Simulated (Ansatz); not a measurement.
The system is TiCo.

```
CELL_PARAMETERS angstrom
2.98611 0.00000 0.00000
0.00000 2.98611 0.00000
0.00000 0.00000 2.98611
ATOMIC_POSITIONS crystal
Co 0.50000 0.50000 0.50000
Ti 0.00000 0.00000 0.00000
```

The cell comes from a database or a generator and needn't be the stable form of this composition.

Base run:

| Quantity | Value |
| --- | --- |
| Program | Ansatz 0.2.0 |
| Functional | PBEsol |
| Potentials or basis | Ansatz PAW |
| Cutoff | 420 eV (not typed: the program's choice for these potentials) |
| k mesh | 9 × 9 × 9 |
| Occupations | fermi-dirac, width 0.05 eV |
| Spin | no spin polarisation |

Its results: band gap on the k mesh none (metal or under the smearing width); pressure -9.4 GPa.

Question: The run is repeated on the same cell with these changes: spin from no spin polarisation to collinear spin, ferromagnetic start. What comes out?

Answer: Band gap on the k mesh none (metal or under the smearing width); pressure -8.1 GPa; net moment 0.71 μB per cell; site moments Co +0.79; Ti -0.03 μB.

Caveats: the PAW data sets come from PBE, with cores solved anew for the run's functional, which leaves a small shift of forces and pressure.
